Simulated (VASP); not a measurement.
# BAs in VASP: relaxing the cell with several functionals, part 1 of 2

Cell and atoms of BAs built on the CsCl prototype are relaxed with r2SCAN, PBEsol and LDA. The results are then set beside those of Ansatz 0.2.0 from the same starts. This is a trial cell built on a prototype, not taken from a measured structure, and it needn't be the compound's ground state.

The runs shown are made with VASP 6.6.1. PAW datasets, plane waves, zero pressure. The calculation is spin-unpolarised, and the structure need not be a phase that has been made.

## 1. The structure to begin with

The cell comes from an earlier relaxation with PBE in another program.

It is cubic, Pm-3m (No. 221); conventional cell a = 2.931 Å, 12.59 Å³ an atom. B has 8 As at 2.54 Å; As has 8 B at 2.54 Å.

Structure file:

```xyz
2
Lattice="2.9310 0.0000 0.0000 0.0000 2.9310 0.0000 0.0000 0.0000 2.9310" Properties=species:S:1:pos:R:3 pbc="T T T"
B     0.0000    0.0000    0.0000
As    1.4655    1.4655    1.4655
```

## 2. Relaxation with r2SCAN

INCAR

```
ENCUT = 600.000000
SIGMA = 0.020000
EDIFF = 1.00e-07
EDIFFG = -5.00e-03
ALGO = Normal
METAGGA = R2SCAN
PREC = Accurate
IBRION = 2
ISIF = 3
ISMEAR = -1
NBANDS = 11
NELM = 120
NSW = 40
LASPH = .TRUE.
LCHARG = .FALSE.
LWAVE = .FALSE.
LREAL = .FALSE.
```

KPOINTS

```
KPOINTS created by Atomic Simulation Environment
0
Gamma
8 8 8
0 0 0
```

POSCAR

```
B  As
 1.0000000000000000
     2.9310173974582887   -0.0000000000000000    0.0000000000000000
    -0.0000000000000000    2.9310173974582887    0.0000000000000000
     0.0000000000000000    0.0000000000000000    2.9310173974582887
 B   As
   1   1
Cartesian
 -0.0000000000000000  0.0000000000000000 -0.0000000000000000
  1.4655086987291444  1.4655086987291444  1.4655086987291444
```

Potentials: the recommended PBE PAW datasets, 8 valence electrons in the neutral cell.

OSZICAR:

```text
N       E                     dE             d eps       ncg     rms          rms(c)
DAV:   1     0.174403431272E+01    0.17440E+01   -0.43371E+03   770   0.754E+02
DAV:   2    -0.192897173239E+02   -0.21034E+02   -0.20363E+02  1033   0.103E+02
DAV:   3    -0.199821801266E+02   -0.69246E+00   -0.65269E+00   916   0.167E+01
DAV:   4    -0.199846644042E+02   -0.24843E-02   -0.24841E-02   880   0.903E-01
DAV:   5    -0.199846658554E+02   -0.14512E-05   -0.14510E-05   904   0.274E-02    0.331E+00
DAV:   6    -0.185862679675E+02    0.13984E+01   -0.24671E-01   800   0.307E+00    0.195E+00
DAV:   7    -0.185901330449E+02   -0.38651E-02   -0.23547E-02   910   0.854E-01    0.790E-01
DAV:   8    -0.185915338513E+02   -0.14008E-02   -0.24397E-03   824   0.378E-01    0.440E-02
DAV:   9    -0.185916028854E+02   -0.69034E-04   -0.51073E-05   925   0.603E-02    0.336E-02
DAV:  10    -0.185916298009E+02   -0.26915E-04   -0.32349E-05   857   0.447E-02    0.184E-03
DAV:  11    -0.185916301025E+02   -0.30162E-06   -0.57428E-07   902   0.581E-03    0.936E-04
DAV:  12    -0.185916301330E+02   -0.30453E-07   -0.13952E-07   556   0.317E-03
   1 F= -.18591630E+02 E0= -.18590266E+02  d E =-.185916E+02
       N       E                     dE             d eps       ncg     rms          rms(c)
DAV:   1    -0.185919088815E+02   -0.27878E-03   -0.86403E-03   812   0.534E-01    0.833E-02
DAV:   2    -0.185918672797E+02    0.41602E-04   -0.38010E-04   794   0.122E-01    0.460E-02
DAV:   3    -0.185918423791E+02    0.24901E-04   -0.93179E-05   812   0.515E-02    0.139E-02
DAV:   4    -0.185918433116E+02   -0.93247E-06   -0.98917E-06   836   0.207E-02    0.530E-03
DAV:   5    -0.185918437979E+02   -0.48632E-06   -0.68458E-07   890   0.585E-03    0.328E-03
DAV:   6    -0.185918440210E+02   -0.22304E-06   -0.14603E-07   557   0.301E-03    0.472E-04
DAV:   7    -0.185918440062E+02    0.14736E-07   -0.66373E-09   445   0.774E-04
   2 F= -.18591844E+02 E0= -.18590440E+02  d E =-.213873E-03
       N       E                     dE             d eps       ncg     rms          rms(c)
DAV:   1    -0.185918491751E+02   -0.51541E-05   -0.12219E-04   806   0.635E-02    0.985E-03
DAV:   2    -0.185918485849E+02    0.59023E-06   -0.54950E-06   791   0.145E-02    0.542E-03
DAV:   3    -0.185918479794E+02    0.60548E-06   -0.13521E-06   830   0.618E-03    0.167E-03
DAV:   4    -0.185918477247E+02    0.25464E-06   -0.14169E-07   464   0.250E-03    0.595E-04
DAV:   5    -0.185918476993E+02    0.25435E-07   -0.11068E-08   412   0.828E-04
   3 F= -.18591848E+02 E0= -.18590448E+02  d E =-.217566E-03
```

From OUTCAR:

```text
k-points           NKPTS =     35   k-points in BZ     NKDIM =     35   number of bands    NBANDS=     11

   NELECT =       8.0000    total number of electrons

   dimension x,y,z NGX =    24 NGY =   24 NGZ =   24
   dimension x,y,z NGXF=    48 NGYF=   48 NGZF=   48

  energy-cutoff  :      600.00
  volume of cell :       25.05
      direct lattice vectors                 reciprocal lattice vectors
     2.925893444  0.000000000  0.000000000     0.341775946 -0.000000000  0.000000000
     0.000000000  2.925893444  0.000000000     0.000000000  0.341775946 -0.000000000
    -0.000000000  0.000000000  2.925893444     0.000000000 -0.000000000  0.341775946

 k-points in reciprocal lattice and weights: KPOINTS created by Atomic Simulation Env
   0.00000000  0.00000000  0.00000000       0.002
   0.12500000  0.00000000  0.00000000       0.012
   0.25000000  0.00000000  0.00000000       0.012
   0.37500000  0.00000000  0.00000000       0.012
   0.50000000  0.00000000  0.00000000       0.006
   0.12500000  0.12500000  0.00000000       0.023
   0.25000000  0.12500000  0.00000000       0.047
   0.37500000  0.12500000  0.00000000       0.047
[... 27 more k-points ...]

 E-fermi :   7.3356

 k-point     1 :       0.0000    0.0000    0.0000
  band No.  band energies     occupation
      1      -9.4792      2.00000
      2       6.2760      2.00000
      3       6.2760      2.00000
      4       6.2760      2.00000
      5       7.1218      1.99995
      6      13.2694      0.00000
      7      13.2694      0.00000
      8      17.3065      0.00000
      9      17.3065      0.00000
     10      17.3065      0.00000
     11      27.0040      0.00000

 k-point     2 :       0.1250    0.0000    0.0000
  band No.  band energies     occupation
      1      -9.2152      2.00000
      2       3.7817      2.00000
      3       6.5479      2.00000
      4       6.5479      2.00000
      5       8.3062      0.00000
      6      13.5369      0.00000
      7      15.0325      0.00000
      8      16.5887      0.00000
      9      16.5887      0.00000
     10      16.8584      0.00000
     11      26.4488      0.00000

 k-point     3 :       0.2500    0.0000    0.0000
  band No.  band energies     occupation
      1      -8.4364      2.00000
      2       0.6569      2.00000
      3       7.3553      0.54420
      4       7.3553      0.54420
      5       9.1901      0.00000
      6      14.3319      0.00000
      7      14.7733      0.00000
      8      14.7733      0.00000
      9      14.9362      0.00000
     10      19.5864      0.00000
     11      23.4926      0.00000

 k-point     4 :       0.3750    0.0000    0.0000
  band No.  band energies     occupation
      1      -7.2241      2.00000
      2      -2.0717      2.00000
      3       8.6693      0.00000
      4       8.6693      0.00000
      5      10.1936      0.00000
      6      12.5623      0.00000
      7      12.5623      0.00000
      8      13.2964      0.00000
      9      15.6002      0.00000
     10      20.5551      0.00000
     11      24.1181      0.00000

 k-point     5 :       0.5000    0.0000    0.0000
  band No.  band energies     occupation
      1      -6.2631      2.00000
      2      -3.5503      2.00000
      3      10.2942      0.00000
      4      10.2942      0.00000
      5      10.5957      0.00000
      6      10.5957      0.00000
      7      11.1111      0.00000
      8      12.1167      0.00000
      9      16.7055      0.00000
     10      18.8930      0.00000
     11      26.9369      0.00000

 k-point     6 :       0.1250    0.1250    0.0000
  band No.  band energies     occupation
      1      -8.9511      2.00000
      2       3.6798      2.00000
      3       4.5483      2.00000
      4       6.8168      2.00000
      5       9.4960      0.00000
      6      14.4231      0.00000
      7      15.3463      0.00000
      8      15.6954      0.00000
      9      16.1050      0.00000
     10      17.3704      0.00000
     11      24.9324      0.00000

[... the tables of k-points 7 to 35 left out ...]

  Total        0.0003599      0.0003599      0.0003599     -0.0000000     -0.0000000      0.0000000
  in kB        0.0230221      0.0230221      0.0230221     -0.0000000     -0.0000000      0.0000000
  external PRESSURE =       0.0230221 kB  Pullay stress =       0.0000000 kB

 POSITION                                       TOTAL-FORCE (eV/Angst)
 -----------------------------------------------------------------------------------
      0.00000      0.00000      0.00000         0.000000      0.000000      0.000000
      1.46295      1.46295      1.46295        -0.000000     -0.000000      0.000000
 -----------------------------------------------------------------------------------
    total drift:                                0.000000     -0.000000     -0.000000

  FREE ENERGIE OF THE ION-ELECTRON SYSTEM (eV)
  ---------------------------------------------------
  free  energy   TOTEN  =       -18.5918476993 eV

  energy  without entropy=      -18.5890477292  energy(sigma->0) =      -18.59044771
```

CONTCAR

```
B  As
   1.00000000000000
     2.9258934444389437    0.0000000000000000    0.0000000000000000
     0.0000000000000000    2.9258934444389437    0.0000000000000000
    -0.0000000000000000    0.0000000000000000    2.9258934444389437
  B               As
     1     1
Direct
     0.0000000000000000    0.0000000000000000    0.0000000000000000
     0.5000000000000000    0.5000000000000000    0.5000000000000000

  0.00000000E+00  0.00000000E+00  0.00000000E+00
  0.00000000E+00  0.00000000E+00  0.00000000E+00
```

```
                       before   after   change
                a (Å)   2.931   2.926  -0.17 %
     volume (Å³/atom)  12.590  12.524  -0.52 %
shortest distance (Å)   2.538   2.534  -0.17 %
          space group   Pm-3m   Pm-3m     same
```

## 3. Relaxing with PBEsol

Changes to INCAR since step 2:

```diff
@@ -4,4 +4,3 @@
 EDIFFG = -5.00e-03
-ALGO = Normal
-METAGGA = R2SCAN
+GGA = PS
 PREC = Accurate
```

KPOINTS is that of step 2.

POSCAR is that of step 2.

OSZICAR:

```text
N       E                     dE             d eps       ncg     rms          rms(c)
DAV:   1     0.115356001657E+02    0.11536E+02   -0.41914E+03   770   0.731E+02
DAV:   2    -0.863545078404E+01   -0.20171E+02   -0.19503E+02  1030   0.983E+01
DAV:   3    -0.929709033205E+01   -0.66164E+00   -0.62278E+00   916   0.159E+01
DAV:   4    -0.929944529292E+01   -0.23550E-02   -0.23548E-02   877   0.853E-01
DAV:   5    -0.929944658742E+01   -0.12945E-05   -0.12946E-05   901   0.252E-02    0.322E+00
DAV:   6    -0.921158552794E+01    0.87861E-01   -0.27900E-01   815   0.184E+00    0.181E+00
DAV:   7    -0.920562706438E+01    0.59585E-02   -0.31373E-02   908   0.834E-01    0.825E-01
DAV:   8    -0.920434216816E+01    0.12849E-02   -0.19666E-03   842   0.293E-01    0.424E-02
DAV:   9    -0.920432200018E+01    0.20168E-04   -0.16356E-04   863   0.538E-02    0.192E-02
DAV:  10    -0.920432093300E+01    0.10672E-05   -0.79570E-06   872   0.188E-02    0.118E-03
DAV:  11    -0.920432087349E+01    0.59515E-07   -0.17792E-07   845   0.257E-03
   1 F= -.92043209E+01 E0= -.92033583E+01  d E =-.920432E+01
       N       E                     dE             d eps       ncg     rms          rms(c)
DAV:   1    -0.922889018822E+01   -0.24569E-01   -0.47813E-01   788   0.389E+00    0.596E-01
DAV:   2    -0.921741825455E+01    0.11472E-01   -0.21923E-02   779   0.748E-01    0.326E-01
DAV:   3    -0.921412003627E+01    0.32982E-02   -0.51411E-03   809   0.343E-01    0.106E-01
DAV:   4    -0.921372625247E+01    0.39378E-03   -0.53585E-04   812   0.130E-01    0.258E-02
DAV:   5    -0.921372277889E+01    0.34736E-05   -0.18027E-05   872   0.232E-02    0.139E-02
DAV:   6    -0.921372204792E+01    0.73097E-06   -0.15352E-06   815   0.719E-03    0.508E-04
DAV:   7    -0.921372202486E+01    0.23064E-07   -0.28162E-08   559   0.111E-03
   2 F= -.92137220E+01 E0= -.92128827E+01  d E =-.940115E-02
       N       E                     dE             d eps       ncg     rms          rms(c)
DAV:   1    -0.921473101714E+01   -0.10090E-02   -0.16253E-02   788   0.710E-01    0.110E-01
DAV:   2    -0.921431707565E+01    0.41394E-03   -0.83131E-04   779   0.142E-01    0.592E-02
DAV:   3    -0.921420466605E+01    0.11241E-03   -0.16647E-04   812   0.628E-02    0.212E-02
DAV:   4    -0.921418828887E+01    0.16377E-04   -0.19715E-05   824   0.250E-02    0.463E-03
DAV:   5    -0.921418820633E+01    0.82539E-07   -0.50497E-07   854   0.406E-03
   3 F= -.92141882E+01 E0= -.92132993E+01  d E =-.986733E-02
```

OUTCAR, selected sections:

```text
k-points           NKPTS =     35   k-points in BZ     NKDIM =     35   number of bands    NBANDS=     11

   NELECT =       8.0000    total number of electrons

   dimension x,y,z NGX =    24 NGY =   24 NGZ =   24
   dimension x,y,z NGXF=    48 NGYF=   48 NGZF=   48

  energy-cutoff  :      600.00
  volume of cell :       24.33
      direct lattice vectors                 reciprocal lattice vectors
     2.897480413 -0.000000000  0.000000000     0.345127441  0.000000000  0.000000000
    -0.000000000  2.897480413 -0.000000000     0.000000000  0.345127441  0.000000000
    -0.000000000 -0.000000000  2.897480413    -0.000000000  0.000000000  0.345127441

 k-points in reciprocal lattice and weights: KPOINTS created by Atomic Simulation Env
   0.00000000  0.00000000  0.00000000       0.002
   0.12500000  0.00000000  0.00000000       0.012
   0.25000000  0.00000000  0.00000000       0.012
   0.37500000  0.00000000  0.00000000       0.012
   0.50000000  0.00000000  0.00000000       0.006
   0.12500000  0.12500000  0.00000000       0.023
   0.25000000  0.12500000  0.00000000       0.047
   0.37500000  0.12500000  0.00000000       0.047
[... 27 more k-points ...]

 E-fermi :   7.6211

 k-point     1 :       0.0000    0.0000    0.0000
  band No.  band energies     occupation
      1      -8.6068      2.00000
      2       6.6282      2.00000
      3       6.6282      2.00000
      4       6.6282      2.00000
      5       7.6594      0.25696
      6      13.0897      0.00000
      7      13.0897      0.00000
      8      17.2533      0.00000
      9      17.2533      0.00000
     10      17.2533      0.00000
     11      26.7730      0.00000

 k-point     2 :       0.1250    0.0000    0.0000
  band No.  band energies     occupation
      1      -8.3527      2.00000
      2       4.2632      2.00000
      3       6.8906      2.00000
      4       6.8906      2.00000
      5       8.6972      0.00000
      6      13.3486      0.00000
      7      14.8304      0.00000
      8      16.5715      0.00000
      9      16.5715      0.00000
     10      16.8445      0.00000
     11      26.1174      0.00000

 k-point     3 :       0.2500    0.0000    0.0000
  band No.  band energies     occupation
      1      -7.6035      2.00000
      2       1.2306      2.00000
      3       7.6691      0.16628
      4       7.6691      0.16628
      5       9.4960      0.00000
      6      14.1193      0.00000
      7      14.8348      0.00000
      8      14.8348      0.00000
      9      14.9421      0.00000
     10      19.3423      0.00000
     11      22.8903      0.00000

 k-point     4 :       0.3750    0.0000    0.0000
  band No.  band energies     occupation
      1      -6.4419      2.00000
      2      -1.4044      2.00000
      3       8.9330      0.00000
      4       8.9330      0.00000
      5      10.4059      0.00000
      6      12.7121      0.00000
      7      12.7121      0.00000
      8      13.4321      0.00000
      9      15.3584      0.00000
     10      20.0407      0.00000
     11      23.7005      0.00000

 k-point     5 :       0.5000    0.0000    0.0000
  band No.  band energies     occupation
      1      -5.5343      2.00000
      2      -2.8146      2.00000
      3      10.4055      0.00000
      4      10.4055      0.00000
      5      10.9116      0.00000
      6      10.9116      0.00000
      7      11.1737      0.00000
      8      12.4135      0.00000
      9      16.4801      0.00000
     10      18.3819      0.00000
     11      26.4025      0.00000

 k-point     6 :       0.1250    0.1250    0.0000
  band No.  band energies     occupation
      1      -8.0983      2.00000
      2       4.2198      2.00000
      3       4.9060      2.00000
      4       7.1500      2.00000
      5       9.7845      0.00000
      6      14.2880      0.00000
      7      15.3632      0.00000
      8      15.4786      0.00000
      9      16.1110      0.00000
     10      17.3052      0.00000
     11      24.4712      0.00000

[... the tables of k-points 7 to 35 left out ...]

  Total       -0.0077910     -0.0077910     -0.0077910     -0.0000000     -0.0000000      0.0000000
  in kB       -0.5131494     -0.5131494     -0.5131494     -0.0000000     -0.0000000      0.0000000
  external PRESSURE =      -0.5131494 kB  Pullay stress =       0.0000000 kB

 POSITION                                       TOTAL-FORCE (eV/Angst)
 -----------------------------------------------------------------------------------
      0.00000      0.00000      0.00000        -0.000000     -0.000000      0.000000
      1.44874      1.44874      1.44874         0.000000      0.000000      0.000000
 -----------------------------------------------------------------------------------
    total drift:                               -0.000000     -0.000000     -0.000000

  FREE ENERGIE OF THE ION-ELECTRON SYSTEM (eV)
  ---------------------------------------------------
  free  energy   TOTEN  =        -9.2141882063 eV

  energy  without entropy=       -9.2124103883  energy(sigma->0) =       -9.21329930
```

CONTCAR

```
B  As
   1.00000000000000
     2.8974804130445726   -0.0000000000000000    0.0000000000000000
    -0.0000000000000000    2.8974804130445726   -0.0000000000000000
    -0.0000000000000000   -0.0000000000000000    2.8974804130445726
  B               As
     1     1
Direct
     0.0000000000000000    0.0000000000000000    0.0000000000000000
     0.5000000000000000    0.5000000000000000    0.5000000000000000

  0.00000000E+00  0.00000000E+00  0.00000000E+00
  0.00000000E+00  0.00000000E+00  0.00000000E+00
```

|  | before | after | change |
| --- | --- | --- | --- |
| a (Å) | 2.931 | 2.897 | -1.14 % |
| volume (Å³/atom) | 12.590 | 12.163 | -3.39 % |
| shortest distance (Å) | 2.538 | 2.509 | -1.14 % |
| space group | Pm-3m | Pm-3m | same |

(Continued in part 2 of 2.)
